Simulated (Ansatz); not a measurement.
Results of r²SCAN+rVV10 in Ansatz (PAW) for rutile RuO₂.

Numerical settings: plane-wave cutoff 560 eV, 12×12×18 k mesh (along the axes of the cell as run), Fermi–Dirac smearing 0.05 eV, no spin polarisation, scalar-relativistic PAW data made under PBE.

Cell (relaxed at this level):

Space group P4₂/mnm (No. 136); a = 4.4658 Å, b = 4.4658 Å, c = 3.1049 Å, α = 90.00°, β = 90.00°, γ = 90.00°

| atom | site | symmetry | x | y | z |
|---|---|---|---|---|---|
| Ru | 2a | m.mm | 0.0000 | 0.0000 | 0.0000 |
| O | 4f | m.2m | 0.3054 | 0.3054 | 0.0000 |

Task: Predict the bulk modulus B0 and pressure derivative B′ of the bulk modulus.

Result: 
- bulk modulus B0 = 287 GPa
- pressure derivative B′ of the bulk modulus = 4.6

The run finds no gap.

Measured, for comparison: bulk modulus 270 GPa (room temperature, no zero-point or thermal correction; as tabulated in LI and ZENG (2008), arXiv:0807.3251). Computed (rounded) less measured: bulk modulus +6 %. A static lattice is as a rule a little smaller and stiffer than an uncorrected measurement, which narrows the difference in the bulk modulus and would widen misses of the other sign.

Note: the bulk modulus comes from volumes at which shape and atoms were relaxed.

Ansatz is a first-principles code.
